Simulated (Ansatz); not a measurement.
TiO2: pressure and energy above lowest point against volume scale

Free energy against uniform scaling of the volume at fixed shape and fractions; periodic cell, basis, potentials, k mesh and filling as listed. The results are calculated, by Ansatz 0.2.0.

The cell before it is scaled or strained (space group C2/c, No. 15):
```
TiO2
1.0
      2.7060    -2.7067     0.0000
      2.7060     2.7067     0.0000
     -2.6335     0.0000     4.7966
Ti O
2 4
Direct
  0.13411 0.86589 0.25000
  0.86589 0.13411 0.75000
  0.33122 0.08876 0.66715
  0.66878 0.91124 0.33285
  0.91124 0.66878 0.83285
  0.08876 0.33122 0.16715
```

Settings of every row: functional LDA; dispersion none; potentials PAW; wave cutoff 517.02 eV; density cutoff 2068.1 eV; k mesh 6x6x4; k shift 0x0x0; occupations fixed; smearing width 0 eV; spin none; SCF threshold exponent -10.

Limits: the cell comes from a prototype or a list of computed structures and needn't be the stable phase.

| row | volume scale | V (Å³/atom) | pressure (GPa) | energy above lowest point (meV/atom) |
| --- | --- | --- | --- | --- |
| 1 | 0.88 | 10.305 | ? | ? |
| 2 | 0.92 | 10.774 | 5.29 | 0.1 |
| 3 | 0.96 | 11.242 | -4.82 | 0 |
| 4 | 1 | 11.711 | -12.92 | 26.4 |
| 5 | 1.04 | 12.179 | -19.39 | 74 |
| 6 | 1.08 | 12.647 | -24.54 | 138.5 |
| 7 | 1.12 | 13.116 | -28.62 | 216.4 |

Question: what pressure and energy above lowest point should row 1 give?

Worked fit of pressure. Take u = (V_r/V)^(2/3) − 1 with V_r = 11.945 Å³ an atom, which is twice the finite (Eulerian) strain; such expansions in the strain, on which the Birch-Murnaghan equation of state is built, carry the rest volume and the bulk modulus. The shown rows have u = 0.07121, 0.04127, 0.01328, -0.01285, -0.03736, -0.06044. Least squares give pressure = −16.339 + 247.004 × u + 757.69 × u² + 545.7 × u³ GPa; a parabola predicts inner rows, each left out in turn, worse (root mean square 0.05 against 0.0064 GPa). All shown rows lie on it to the printed digit. The pressure vanishes at u = 0.0561, or V = 11.01 Å³ an atom, and there the bulk modulus at fixed shape and fractions is B = −V dP/dV = (2/3)(1 + u) dP/du = 237 GPa. Letting shape and atoms relax would as a rule lower it, by much in layered, chain or molecular crystals. The withheld row has u = 0.10347, so the fit gives −16.339 + 247.004 × (0.10347) + 757.69 × (0.10347)² + 545.7 × (0.10347)³ = 17.93 GPa.

The calculation gave 17.92 GPa. The fit lies 0.01 GPa (0.021 % of the column's range) above it, one unit of the last digit. This row lies beyond the range of the fit.

Worked fit of energy above lowest point. Take u = (V_r/V)^(2/3) − 1 with V_r = 11.945 Å³ an atom, which is twice the finite (Eulerian) strain; such expansions in the strain, on which the Birch-Murnaghan equation of state is built, carry the rest volume and the bulk modulus. The shown rows have u = 0.07121, 0.04127, 0.01328, -0.01285, -0.03736, -0.06044. Least squares give energy above lowest point = 47.88 − 1828.58 × u + 16055.1 × u² + 2858 × u³ meV/atom; a parabola predicts inner rows, each left out in turn, worse (root mean square 0.27 against 0.082 meV/atom). All shown rows lie on it to the printed digit. Its lowest point lies at u = 0.0561, or V = 11.01 Å³ an atom, and the curvature there gives the bulk modulus at fixed shape and fractions, B = (4/9)(1 + u)² E″(u)/V = 239 GPa. Letting shape and atoms relax would as a rule lower it, by much in layered, chain or molecular crystals. The withheld row has u = 0.10347, so the fit gives 47.88 − 1828.58 × (0.10347) + 16055.1 × (0.10347)² + 2858 × (0.10347)³ = 33.7 meV/atom.

The calculation gave 33.4 meV/atom. The fit lies 0.3 meV/atom (0.14 % of the column's range) above it; its largest miss of a shown row is 0.0 meV/atom. This row lies beyond the range of the fit.
